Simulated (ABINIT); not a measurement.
## NaH (Fm-3m): G0W0 in ABINIT against the exchange cutoff

How does the gap of NaH (Fm-3m) converge in the exchange cutoff?

Calculated with ABINIT 10.8.3; PBE and many-body steps on it, plane waves.

## 1. Set-up

It takes space group Fm-3m (No. 225, cubic). The conventional cell has a = 4.773 Å, b = 4.773 Å, c = 4.773 Å, α = 90.00°, β = 90.00°, γ = 90.00°. Nearest to Na lie 6 H at 2.39 Å. Nearest to H lie 6 Na at 2.39 Å. Farther neighbours are not listed.

The cell and positions are those that the Materials Project relaxed with its own functionals (PBE, PBE+U or r2SCAN), kept fixed.

## 2. Screening, 4×4×4 mesh, 25 bands, screening to 130.6 eV

This step: ABINIT 10.8.3; RPA screening on PBE, plane waves, norm-conserving pseudopotentials.

The RPA dielectric matrix is built and inverted for each q.

File run.abi:

```
acell 3*1.0 Angstrom
rprim 
  -0.000000000000 2.386421665200 2.386421665200
  2.386421665200 -0.000000000000 2.386421665200
  2.386421665200 2.386421665200 -0.000000000000
ntypat 2
znucl 11 1
natom 2
typat 1 2
xred 
  0.000000000000 0.000000000000 0.000000000000
  0.500000000000 0.500000000000 0.500000000000
pp_dirpath "pseudos"
pseudos "Na.upf, H.upf"
ecut 38
ngkpt 4 4 4
nshiftk 1
shiftk 0 0 0
kptopt 1
chksymbreak 0
istwfk *1
occopt 1
irdwfk 1
optdriver 3
nband 25
ecuteps 4.8
inclvkb 2
awtr 1
symchi 1
indata_prefix "in"
outdata_prefix "out"
tmpdata_prefix "tmp"
```

Run with:

```console
$ OMP_NUM_THREADS=1 mpirun -n 4 abinit run.abi > log
```

Log:

```text
.Version 10.8.3 of ABINIT. v10.8.2 released Aug 2026.

 Symmetries : space group Fm -3 m (#225); Bravais cF (face-center cubic)
[... echo of the input left out ...]
== DATASET  1 ==================================================================
-   mpi_nproc: 4, omp_nthreads: 1 (-1 if OMP is not activated)

--- !DatasetInfo
iteration_state: {dtset: 1, }
dimensions: {natom: 2, nkpt: 8, mband: 25, nsppol: 1, nspinor: 1, nspden: 1, mpw: 2085, }
cutoff_energies: {ecut:  38.0, pawecutdg:  -1.0, }
electrons: {nelect:   1.00000000E+01, charge:   0.00000000E+00, occopt:   1.00000000E+00, tsmear:   1.00000000E-02, }

 SCREENING: Calculation of the susceptibility and dielectric matrices

 Based on a program developped by R.W. Godby, V. Olevano, G. Onida, and L. Reining.
 Incorporated in ABINIT by V. Olevano, G.-M. Rignanese, and M. Torrent.
.Using double precision arithmetic ; gwpc =  8

[... cell and pseudopotentials left out ...]
--------------------------------------------------------------------------------

 ==== K-mesh for the wavefunctions ====
 Number of points in the irreducible wedge :     8
[... list of points left out ...]
 Together with 48 symmetry operations and time-reversal symmetry
 yields    64 points in the full Brillouin Zone.

 ==== Q-mesh for the screening function ====
 Number of points in the irreducible wedge :     8
[... list of points left out ...]
 Together with 48 symmetry operations and time-reversal symmetry
 yields    64 points in the full Brillouin Zone.

 setmesh: FFT mesh size selected  =    24x   24x   24
          total number of points  =        13824

 vcoul_init : cutoff-mode = AUXILIARY_FUNCTION
 q-points for optical limit:   1
     1)      0.000010    0.000020    0.000030

- screening: taking advantage of time-reversal symmetry
- Maximum band index for partially occupied states nbvw = 5
- Remaining bands to be divided among processors   nbcw = 20
- Number of bands treated by each node ~5

 Number of electrons calculated from density =   10.0000; Expected =   10.0000
 average of density, n =  0.054517
 r_s =    1.6360
 omega_plasma =   22.5228 [eV]

 calculating chi0 at frequencies [eV] :
  1    0.000000E+00    0.000000E+00
  2    0.000000E+00    2.252276E+01

--------------------------------------------------------------------------------
  q-point number  1        q = ( 0.000000, 0.000000, 0.000000) [r.l.u.]
--------------------------------------------------------------------------------
[... chi0 elements left out ...]
 For q-point:  0.000010 0.000020 0.000030
  dielectric constant =   2.8704
  dielectric constant without local fields =   3.1801

  Average fulfillment of the sum rule on Im[epsilon] for q-point    1 :     29.35  [%]
[... wings left out ...]
  q-point number  2        q = ( 0.250000, 0.000000, 0.000000) [r.l.u.]
--------------------------------------------------------------------------------
[... chi0 elements left out ...]
  Average fulfillment of the sum rule on Im[epsilon] for q-point    2 :     41.83  [%]

 [... 6 further q-points ...]
```

Wall time 3 s (4 MPI ranks of Arm Neoverse V1, shared host); peak memory 0.09 GiB.

This step gave:

- ε∞ with local fields, on this mesh, along the program's q direction: 2.870
- the same without local fields: 3.180
- plasma frequency: 22.52 eV
- plane waves in the screening matrix: 89

Local fields lower ε∞ by 10 %. On a Γ-centred mesh this coarse the value itself is usually too large, while a short band sum pulls it down.

## 3. 3.8 Ha

This step: G0W0 on PBE, plane waves, norm-conserving pseudopotentials.

Changes to run.abi since step 2:

```diff
@@ -23,8 +23,19 @@
 irdwfk 1
-optdriver 3
+optdriver 4
 nband 25
+gwcalctyp 0
+ecutsigx 3.8
+symsigma 1
+nkptgw 3
+kptgw 
+  -0.2500000000 0.5000000000 0.2500000000
+  0.5000000000 0.0000000000 0.0000000000
+  0.0000000000 0.0000000000 0.0000000000
+bdgw 
+  4 7
+  3 7
+  2 9
 ecuteps 4.8
-inclvkb 2
-awtr 1
-symchi 1
+irdscr 1
+ppmodel 1
 indata_prefix "in"
```

Log:

```text
.Version 10.8.3 of ABINIT. v10.8.2 released Aug 2026.

 Symmetries : space group Fm -3 m (#225); Bravais cF (face-center cubic)
[... echo of the input left out ...]
== DATASET  1 ==================================================================
-   mpi_nproc: 4, omp_nthreads: 1 (-1 if OMP is not activated)

--- !DatasetInfo
iteration_state: {dtset: 1, }
dimensions: {natom: 2, nkpt: 8, mband: 25, nsppol: 1, nspinor: 1, nspden: 1, mpw: 2085, }
cutoff_energies: {ecut:  38.0, pawecutdg:  -1.0, }
electrons: {nelect:   1.00000000E+01, charge:   0.00000000E+00, occopt:   1.00000000E+00, tsmear:   1.00000000E-02, }

 SIGMA: Calculation of the GW corrections

 Based on a program developped by R.W. Godby, V. Olevano, G. Onida, and L. Reining.
 Incorporated in ABINIT by V. Olevano, G.-M. Rignanese, and M. Torrent.
.Using double precision arithmetic ; gwpc =  8

[... cell and pseudopotentials left out ...]
--------------------------------------------------------------------------------

 ==== K-mesh for the wavefunctions ====
 Number of points in the irreducible wedge :     8
[... list of points left out ...]
 Together with 48 symmetry operations and time-reversal symmetry
 yields    64 points in the full Brillouin Zone.

 ==== Q-mesh for screening function ====
 Number of points in the irreducible wedge :     8
[... list of points left out ...]
 Together with 48 symmetry operations and time-reversal symmetry
 yields    64 points in the full Brillouin Zone.

 vcoul_init : cutoff-mode = AUXILIARY_FUNCTION
 q-points for optical limit:   1
     1)      0.000010    0.000020    0.000030
 setmesh: FFT mesh size selected  =    24x   24x   24
          total number of points  =        13824

 Number of electrons calculated from density =   10.0000; Expected =   10.0000
 average of density, n =  0.054517
 r_s =    1.6360
 omega_plasma =   22.5228 [eV]

 === KS Band Gaps ===
  >>>> For spin  1
   Minimum direct gap =   4.7080 [eV], located at k-point      :   0.5000  0.0000  0.0000
   Fundamental gap    =   3.8291 [eV], Top of valence bands at :  -0.2500  0.5000  0.2500
                                       Bottom of conduction at :   0.5000  0.0000  0.0000
 SIGMA fundamental parameters:
 PLASMON POLE MODEL  1
 number of plane-waves for SigmaX                   59
 number of plane-waves for SigmaC and W             59
 number of plane-waves for wavefunctions          2085
 number of bands                                    25
 number of independent spin polarizations            1
 number of spinorial components                      1
 number of k-points in IBZ                           8
 number of q-points in IBZ                           8
 number of symmetry operations                      48
 number of k-points in BZ                           64
 number of q-points in BZ                           64
 number of frequencies for dSigma/dE                 9
 frequency step for dSigma/dE [eV]                0.25
 number of omega for Sigma on real axis              0
 max omega for Sigma on real axis  [eV]           0.00
 zcut for avoiding poles [eV]                     0.10

 EPSILON^-1 parameters (SCR file):
 dimension of the eps^-1 matrix on file             89
 dimension of the eps^-1 matrix used                59
 number of plane-waves for wavefunctions          2085
 number of bands                                    25
 number of q-points in IBZ                           8
 number of frequencies                               2
 number of real frequencies                          1
 number of imag frequencies                          1

 matrix elements of self-energy operator (all in [eV])

 Perturbative Calculation

--- !SelfEnergy_ee
iteration_state: {dtset: 1, }
kpoint     : [  -0.250,    0.500,    0.250, ]
spin       : 1
KS_gap     :    6.132
QP_gap     :    8.686
Delta_QP_KS:    2.553
data: !SigmaeeData |
     Band     E0 <VxcDFT>   SigX SigC(E0)      Z dSigC/dE  Sig(E)    E-E0       E
        4 -22.617 -29.035 -31.514   5.086   0.811  -0.233 -26.921   2.114 -20.503
        5  -0.504 -10.693 -14.071   1.905   0.770  -0.298 -11.828  -1.135  -1.639
        6   5.628  -7.523  -2.618  -3.172   0.819  -0.221  -6.104   1.418   7.047
        7   5.628  -7.523  -2.618  -3.172   0.819  -0.221  -6.104   1.418   7.047

--- !SelfEnergy_ee
iteration_state: {dtset: 1, }
kpoint     : [   0.500,    0.000,    0.000, ]
spin       : 1
KS_gap     :    4.708
QP_gap     :    7.085
Delta_QP_KS:    2.377
data: !SigmaeeData |
     Band     E0 <VxcDFT>   SigX SigC(E0)      Z dSigC/dE  Sig(E)    E-E0       E
        3 -22.592 -29.105 -31.553   5.102   0.817  -0.225 -26.938   2.167 -20.425
        4 -22.592 -29.105 -31.553   5.102   0.817  -0.225 -26.938   2.167 -20.425
[...]
--- !SelfEnergy_ee
iteration_state: {dtset: 1, }
kpoint     : [   0.000,    0.000,    0.000, ]
spin       : 1
KS_gap     :   14.468
QP_gap     :   17.614
Delta_QP_KS:    3.147
data: !SigmaeeData |
     Band     E0 <VxcDFT>   SigX SigC(E0)      Z dSigC/dE  Sig(E)    E-E0       E
[...]
7  15.444  -6.474  -1.179  -4.426   0.652  -0.534  -5.908   0.566  16.010
        8  15.444  -6.474  -1.179  -4.426   0.652  -0.534  -5.908   0.566  16.010
        9  15.444  -6.474  -1.179  -4.426   0.652  -0.534  -5.908   0.566  16.010

== END DATASET(S) ==============================================================
================================================================================

 -outvars: echo values of variables after computation  --------
           etotal      0.0000000000E+00
            nband          25
             nkpt           8
          spgroup         225
 [... the other variables as echoed above ...]

 Calculation completed.
```

Wall time 2.4 s (4 MPI ranks); peak memory 0.09 GiB.

This step gave:

```
G0W0 gap on the points computed              : 6.273 eV
starting gap on the mesh                     : 3.829 eV
k of the valence top                         : -0.25, 0.5, 0.25
k of the conduction bottom                   : 0.5, 0, 0
Z at the valence top                         : 0.77
Z at the conduction bottom                   : 0.83
least direct G0W0 gap on the computed points : 7.086 eV
```

## 4. 7.6 Ha

Changes to run.abi since step 3:

```diff
@@ -26,3 +26,3 @@
 gwcalctyp 0
-ecutsigx 3.8
+ecutsigx 7.6
 symsigma 1
```

Log:

```text
.Version 10.8.3 of ABINIT. v10.8.2 released Aug 2026.

 Symmetries : space group Fm -3 m (#225); Bravais cF (face-center cubic)
[... echo of the input left out ...]
== DATASET  1 ==================================================================
-   mpi_nproc: 4, omp_nthreads: 1 (-1 if OMP is not activated)

--- !DatasetInfo
iteration_state: {dtset: 1, }
dimensions: {natom: 2, nkpt: 8, mband: 25, nsppol: 1, nspinor: 1, nspden: 1, mpw: 2085, }
cutoff_energies: {ecut:  38.0, pawecutdg:  -1.0, }
electrons: {nelect:   1.00000000E+01, charge:   0.00000000E+00, occopt:   1.00000000E+00, tsmear:   1.00000000E-02, }

 SIGMA: Calculation of the GW corrections

 Based on a program developped by R.W. Godby, V. Olevano, G. Onida, and L. Reining.
 Incorporated in ABINIT by V. Olevano, G.-M. Rignanese, and M. Torrent.
.Using double precision arithmetic ; gwpc =  8

[... cell and pseudopotentials left out ...]
--------------------------------------------------------------------------------

 ==== K-mesh for the wavefunctions ====
 Number of points in the irreducible wedge :     8
[... list of points left out ...]
 Together with 48 symmetry operations and time-reversal symmetry
 yields    64 points in the full Brillouin Zone.

 ==== Q-mesh for screening function ====
 Number of points in the irreducible wedge :     8
[... list of points left out ...]
 Together with 48 symmetry operations and time-reversal symmetry
 yields    64 points in the full Brillouin Zone.

 vcoul_init : cutoff-mode = AUXILIARY_FUNCTION
 q-points for optical limit:   1
     1)      0.000010    0.000020    0.000030
 setmesh: FFT mesh size selected  =    25x   25x   25
          total number of points  =        15625

 Number of electrons calculated from density =   10.0000; Expected =   10.0000
[...]
number of plane-waves for wavefunctions          2085
 number of bands                                    25
 number of q-points in IBZ                           8
 number of frequencies                               2
 number of real frequencies                          1
 number of imag frequencies                          1

 matrix elements of self-energy operator (all in [eV])

 Perturbative Calculation

--- !SelfEnergy_ee
iteration_state: {dtset: 1, }
kpoint     : [  -0.250,    0.500,    0.250, ]
spin       : 1
KS_gap     :    6.132
QP_gap     :    8.572
Delta_QP_KS:    2.439
data: !SigmaeeData |
     Band     E0 <VxcDFT>   SigX SigC(E0)      Z dSigC/dE  Sig(E)    E-E0       E
        4 -22.617 -29.035 -36.370   5.422   0.804  -0.244 -30.572  -1.537 -24.154
        5  -0.504 -10.693 -14.195   1.894   0.769  -0.300 -11.930  -1.237  -1.741
        6   5.628  -7.523  -2.894  -3.160   0.819  -0.222  -6.321   1.202   6.831
[...]
--- !SelfEnergy_ee
iteration_state: {dtset: 1, }
kpoint     : [   0.500,    0.000,    0.000, ]
spin       : 1
KS_gap     :    4.708
QP_gap     :    7.006
Delta_QP_KS:    2.298
data: !SigmaeeData |
     Band     E0 <VxcDFT>   SigX SigC(E0)      Z dSigC/dE  Sig(E)    E-E0       E
[...]
--- !SelfEnergy_ee
iteration_state: {dtset: 1, }
kpoint     : [   0.000,    0.000,    0.000, ]
spin       : 1
KS_gap     :   14.468
QP_gap     :   17.506
Delta_QP_KS:    3.038
data: !SigmaeeData |
     Band     E0 <VxcDFT>   SigX SigC(E0)      Z dSigC/dE  Sig(E)    E-E0       E
[...]
8  15.444  -6.474  -1.236  -4.424   0.652  -0.534  -5.944   0.530  15.974
        9  15.444  -6.474  -1.236  -4.424   0.652  -0.534  -5.944   0.530  15.974

== END DATASET(S) ==============================================================
================================================================================

 -outvars: echo values of variables after computation  --------
           etotal      0.0000000000E+00
            nband          25
             nkpt           8
          spgroup         225
 [... the other variables as echoed above ...]

 Calculation completed.
```

It took 2.7 s on 4 MPI ranks; peak memory 0.1 GiB.

Numbers from this step:

| Property | Result |
| --- | --- |
| G0W0 gap on the points computed | 6.123 eV |
| starting gap on the mesh | 3.829 eV |
| k of the valence top | -0.25, 0.5, 0.25 |
| k of the conduction bottom | 0.5, 0, 0 |
| Z at the valence top | 0.769 |
| Z at the conduction bottom | 0.83 |
| least direct G0W0 gap on the computed points | 7.006 eV |

(Continued in part 2 of 2.)

[Paths, hosts, dates, memory and timing lines, banners, echoed tables and standing remarks are left out of the program output.]

[Logs are printed without paths, hosts, clocks, repeated set-up lines and the standing remarks that a program may print on its own settings, such as how far it seeks lower states.]

[Runs of the session that timed out or met a known fault of the program may be left out.]

[Hosts, paths, dates, database ids (printed as entryN), source tags and the programs' standing remarks are cut or masked in the printed files.]

[G0W0 gaps are taken among the corrected bands and points alone; a level outside them can change the order at an edge.]

[Where Ansatz stands beside ABINIT at settings called matched, ABINIT's density can come from a denser mesh and the files from another edition; pairs whose starting gaps differed by over 0.03 eV were left out, so agreement reads better than it is.]
